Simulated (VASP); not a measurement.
Crystal: BN.

```
N B
1.0
     2.55394    0.00000    0.00000
    -1.27697    2.21178    0.00000
     0.00000    0.00000    4.22685
N B
2 2
Cartesian
  0.0000 1.4745 0.5295
  1.2770 0.7373 2.6430
  0.0000 1.4745 2.1123
  1.2770 0.7373 4.2257
```

Measurements of this composition are mostly on another form, of space group No. 194.

Program: VASP 6.6.1. Alike in all runs: task band structure; potentials or basis VASP PAW PBE potentials, release 64 (N, B); no spin polarisation; cell as given; k mesh 12 × 12 × 6; cutoff (eV) 520; smearing gaussian 0.02 eV.

Order these runs on this cell by their band gap on the k mesh, lowest first.
A. level TB-mBJ; further INCAR settings ALGO = Normal; EDIFF = 1e-06
B. level PBEsol; further INCAR settings ALGO = Fast; EDIFF = 1e-06
C. level r2SCAN; further INCAR settings ALGO = Normal; EDIFF = 1e-06

B (4.97 eV), C (5.72 eV), A (6.70 eV).

